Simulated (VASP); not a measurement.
# WS2 in VASP: further runs

Runs on WS2. Level: PBEsol. Tasks: single point.

Everything below comes from runs of VASP 6.6.1. Logs are shortened: lines on timing, memory, paths and dates and some standing lists are left out, and cuts for length are marked.

## Step 1: The sheet as given

The cell holds a sheet with vacuum, 3 atoms: a = 3.146 Å, b = 3.146 Å, c = 30.080 Å, α = 90.00°, β = 90.00°, γ = 120.00°.

The cell was built by a generator and needn't be a form met in nature.

## Step 2: Single point, PBEsol

Contents of INCAR:

```
PREC = Accurate
ENCUT = 520
EDIFF = 1E-6
ISMEAR = 0
SIGMA = 0.03
LREAL = False
LASPH = True
NELM = 100
ALGO = Normal
ISIF = 2
LWAVE = False
LCHARG = False
LDIPOL = True
IDIPOL = 3
DIPOL = 0.5 0.5 0.285
GGA = PS
NBANDS = 20
```

Contents of KPOINTS:

```
regular mesh
0
Gamma
  12 12 1
```

Contents of POSCAR:

```
WS2
1.0
    3.1458461300      0.0000000000      0.0000000000
   -1.5729230650      2.7243826649      0.0000000000
    0.0000000000      0.0000000000     30.0800000023
S W
2 1
Direct
    0.6666666667      0.3333333333      0.2328140688
    0.6666666667      0.3333333333      0.3369997610
    0.3333333333      0.6666666667      0.2849069149
```

Potentials or basis: VASP PAW PBE potentials, release 64 (S, W_sv).

The run is started by

```sh
$ cat potpaw_PBE.64/S/POTCAR potpaw_PBE.64/W_sv/POTCAR > POTCAR
$ mpirun -np 1 vasp_std > vasp.out
```

OUTCAR:

```text
PREC = Accurate
   ENCUT = 520
   EDIFF = 1E-6
   ISMEAR = 0
   LREAL = False
   LASPH = True
   NELM = 100
   ISIF = 2
   GGA = PS

 ion  position               nearest neighbor table
   1  0.667  0.333  0.233-   3 2.40   3 2.40   3 2.40
   2  0.667  0.333  0.337-   3 2.40   3 2.40   3 2.40
   3  0.333  0.667  0.285-   1 2.40   2 2.40   1 2.40   2 2.40   1 2.40   2 2.40

  LATTYP: Found a hexagonal cell.
 ALAT       =     3.1458461300
 C/A-ratio  =     9.5618154097

  Lattice vectors:

 A1 = (   3.1458461300,   0.0000000000,   0.0000000000)
 A2 = (  -1.5729230650,   2.7243826649,   0.0000000000)
 A3 = (   0.0000000000,   0.0000000000,  30.0800000023)

Analysis of symmetry for initial positions (statically):
=====================================================================
 Subroutine PRICEL returns:
 Original cell was already a primitive cell.

 Routine SETGRP: Setting up the symmetry group for a
 hexagonal supercell.

 Subroutine GETGRP returns: Found 12 space group operations
 (whereof  6 operations were pure point group operations)
 out of a pool of 24 trial point group operations.

The static configuration has the point symmetry C_3v.
 The point group associated with its full space group is D_3h.

Analysis of symmetry for dynamics (positions and initial velocities):
=====================================================================
 Subroutine PRICEL returns:
 Original cell was already a primitive cell.

 Routine SETGRP: Setting up the symmetry group for a
 hexagonal supercell.

 Subroutine GETGRP returns: Found 12 space group operations
 (whereof  6 operations were pure point group operations)
 out of a pool of 24 trial point group operations.

The dynamic configuration has the point symmetry C_3v.
 The point group associated with its full space group is D_3h.

 Subroutine INISYM returns: Found 12 space group operations
 (whereof  6 operations are pure point group operations),
 and found     1 'primitive' translations

----------------------------------------------------------------------------------------

                                     Primitive cell

  volume of cell :     257.8003

  direct lattice vectors                    reciprocal lattice vectors
     3.145846130  0.000000000  0.000000000     0.317879502  0.183527816  0.000000000
    -1.572923065  2.724382665  0.000000000     0.000000000  0.367055632  0.000000000
     0.000000000  0.000000000 30.080000002     0.000000000  0.000000000  0.033244681

[... 85 lines left out ...]
   ISIF   =      2    stress and relaxation
   ISYM   =      2    0-nonsym 1-usesym 2-fastsym
   POTIM  = 0.5000    time-step for ionic-motion
   TEBEG  =    0.0;   TEEND  =   0.0 temperature during run
   PSTRESS=    0.0 pullay stress
   NELECT =      26.0000    total number of electrons
   NUPDOWN=      -1.0000    fix difference up-down
   EMIN   =  10.00;   EMAX   =-10.00  energy-range for DOS
   EFERMI =   0.00;   METHOD = LEGACY
   ISMEAR =     0;   SIGMA  =   0.03  broadening in eV -4-tet -1-fermi 0-gaus
   EFERMI_NEDOS =   21; number of points for ismear=-14 and -15
   IALGO  =     38    algorithm
   IMIX   =      4    mixing-type and parameters
     AMIX     =   0.40;   BMIX     =  1.00
     AMIX_MAG =   1.60;   BMIX_MAG =  1.00
  volume/ion in A,a.u.               =      85.93       579.91
  Fermi-wavevector in a.u.,A,eV,Ry     =   0.762029  1.440026  7.900742  0.580688
  Thomas-Fermi vector in A             =   1.861400
   LORBIT       =      0    0 simple, 1 ext, 2 COOP (PROOUT), +10 PAW based schemes
   GGA     = PS    functional components
   LHFCALC =     F    Hartree Fock is set to
   AEXX    =    0.0000 exact exchange contribution
   IVDW    =     0    specifies the selected vdW correction
   LEPSILON=     F    determine dielectric tensor
   LRPA    =     F    only Hartree local field effects (RPA)
 non-spin polarized calculation
 Gauss-broadening in eV      SIGMA  =   0.03
  energy-cutoff  :      520.00
  volume of cell :      257.80
 maximum number of plane-waves:      6984
 NGX is ok and might be reduce to    24
   NGX = 11   NGY = 11   NGZ =111

 dipolmoment           0.000000      0.000000     -0.000000 electrons x Angstroem

 number of electron      25.9999995 magnetization

 dipolmoment           0.000000      0.000000      0.000003 electrons x Angstroem

 Free energy of the ion-electron system (eV)
  ---------------------------------------------------
  ext. energy  EPLUGINS =         0.00000000
  ---------------------------------------------------
  free energy    TOTEN  =       -25.24810085 eV

  energy without entropy =      -25.24810085  energy(sigma->0) =      -25.24810085

 E-fermi :  -2.9582     XC(G=0):  -2.6169

 val. band max:       -3.1364378314   @ k =   0.3333   0.3333   0.0000
 cond. band min:      -1.1956055684   @ k =   0.3333   0.3333   0.0000
 fundamental gap:      1.9408322630
 Fermi energy:        -2.9581967292

 k-point     1 :       0.0000    0.0000    0.0000
  band No.  band energies     occupation
      1     -77.0421      2.00000
      2     -41.3204      2.00000
      3     -41.1259      2.00000
      4     -41.1259      2.00000
      5     -18.0272      2.00000
      6     -16.3342      2.00000
[... 426 lines left out ...]
     19       4.0587      0.00000
     20       6.2372      0.00000

------------------------ aborting loop because EDIFF is reached ----------------------------------------

 vacuum level on the upper side and lower side of the slab       (xc-potential included)        -0.008        -0.008

  FORCE on cell =-STRESS in cart. coord.  units (eV):
  Direction    XX          YY          ZZ          XY          YZ          ZX
  --------------------------------------------------------------------------------------
  -------------------------------------------------------------------------------------
  Total        0.0315457      0.0315457      0.0311048      0.0000000      0.0000000      0.0000000
  in kB        0.1960504      0.1960504      0.1933104      0.0000000      0.0000000      0.0000000
  external PRESSURE =       0.1951371 kB  Pullay stress =       0.0000000 kB

 VOLUME and BASIS-vectors are now :
 -----------------------------------------------------------------------------
  energy-cutoff  :      520.00
  volume of cell :      257.80
      direct lattice vectors                 reciprocal lattice vectors
     3.145846130  0.000000000  0.000000000     0.317879502  0.183527816  0.000000000
    -1.572923065  2.724382665  0.000000000     0.000000000  0.367055632  0.000000000
     0.000000000  0.000000000 30.080000002     0.000000000  0.000000000  0.033244681

 POSITION                                       TOTAL-FORCE (eV/Angst)
 -----------------------------------------------------------------------------------
      1.57292      0.90813      7.00305        -0.000000      0.000000     -0.018758
      1.57292      0.90813     10.13695        -0.000000      0.000000      0.018758
     -0.00000      1.81626      8.57000         0.000000     -0.000000     -0.000000
 -----------------------------------------------------------------------------------
    total drift:                                0.000000      0.000000      0.000081

  FREE ENERGIE OF THE ION-ELECTRON SYSTEM (eV)
  ---------------------------------------------------
  free  energy   TOTEN  =       -25.2481008509 eV

  energy  without entropy=      -25.2481008509  energy(sigma->0) =      -25.24810085

 vacuum level on the upper side and lower side of the slab         2.562         2.562
```

stdout:

```text
POSCAR found type information on POSCAR S W
 POSCAR found :  2 types and       3 ions
 scaLAPACK will be used
 -----------------------------------------------------------------------------
|                                                                             |
|                                                                             |
|     You enforced a specific xc type in the INCAR file but a different       |
|     I HOPE YOU KNOW WHAT YOU ARE DOING!                                     |
|                                                                             |
 -----------------------------------------------------------------------------

 LDA part: xc-table for (Slater+PW92), standard interpolation
 POSCAR, INCAR and KPOINTS ok, starting setup
 FFT: planning ... GRIDC
 FFT: planning ... GRID_SOFT
 FFT: planning ... GRID
 WAVECAR not read
 entering main loop
```

It took 1.7 min on 1 thread of Intel Xeon Platinum 8559C (Emerald Rapids), shared host; peak memory 0.37 GiB.

Results:

| Quantity | Value |
| --- | --- |
| Free energy | -25.2481 eV |
| Largest force | 0.019 eV/Å |
| Band gap on the k mesh | 1.94 eV, direct |

Forces on the atoms (eV/Å):
```
S    0.000  0.000 -0.019
S    0.000  0.000  0.019
W    0.000  0.000  0.000
```

Caveat: the PAW data sets were made with another functional, which shifts forces and pressure a little; spin-orbit coupling is left out, which moves the levels of the heavy elements. Expect the measured gap to be larger: semilocal functionals such as PBEsol lack the derivative discontinuity.

## Step 3: Single point, PBEsol

This run uses another cell than the first one, of 49.72 Å³/atom, 0.579 times its volume.

Contents of INCAR:

```
SYSTEM = WS2
ALGO = Normal
DIPOL = 0.5 0.5 0.500
EDIFF = 1E-6
ENCUT = 520
GGA = PS
IDIPOL = 3
ISIF = 2
ISMEAR = 0
LASPH = .True.
LCHARG = .False.
LDIPOL = .True.
LREAL = .False.
LWAVE = .False.
NBANDS = 20
NELM = 100
PREC = Accurate
SIGMA = 0.03
```

Contents of KPOINTS:

```
k-points
0
Gamma
  12 12 1
  0 0 0
```

Contents of POSCAR:

```
WS2
1.0
    3.1700000000      0.0000000000      0.0000000000
   -1.5850000000      2.7453005300      0.0000000000
    0.0000000000      0.0000000000     17.1400000000
S W
2 1
Direct
    0.6666670000      0.3333330000      0.4084014002
    0.6666670000      0.3333330000      0.5915985998
    0.3333330000      0.6666670000      0.5000000000
```

Potentials or basis: VASP PAW PBE potentials, release 64 (S, W_sv).

The run is started by

```sh
$ cat potpaw_PBE.64/S/POTCAR potpaw_PBE.64/W_sv/POTCAR > POTCAR
$ mpirun -np 1 vasp_std > vasp.out
```

Run time: 48 s. Hardware: 1 thread of Intel Xeon Platinum 8559C (Emerald Rapids), shared host; peak memory 0.25 GiB.

The run converged. Its results:

| Property | Result |
| --- | --- |
| Free energy | -25.2414 eV |
| Largest force | 0.218 eV/Å |
| Band gap on the k mesh | 1.86 eV, direct |

Forces in eV/Å, atoms in the order of the input:
```
S    0.000  0.000  0.218
S    0.000  0.000 -0.218
W    0.000  0.000  0.000
```

Levels at points of the mesh, in eV from the valence-band top:
```tsv
k point	band 11	band 12	band 13	band 14	band 15	band 16
(0.00, 0.00, 0.00)	-1.58	-1.58	-0.08	2.92	2.92	3.09
(0.50, 0.00, 0.00)	-2.15	-1.22	-0.94	2.90	3.34	4.05
```

Caveat: the PAW data sets were made with another functional, which shifts forces and pressure a little; spin-orbit coupling is left out, which moves the levels of the heavy elements. A hybrid or GW would open this gap; PBEsol tends to underestimate it.
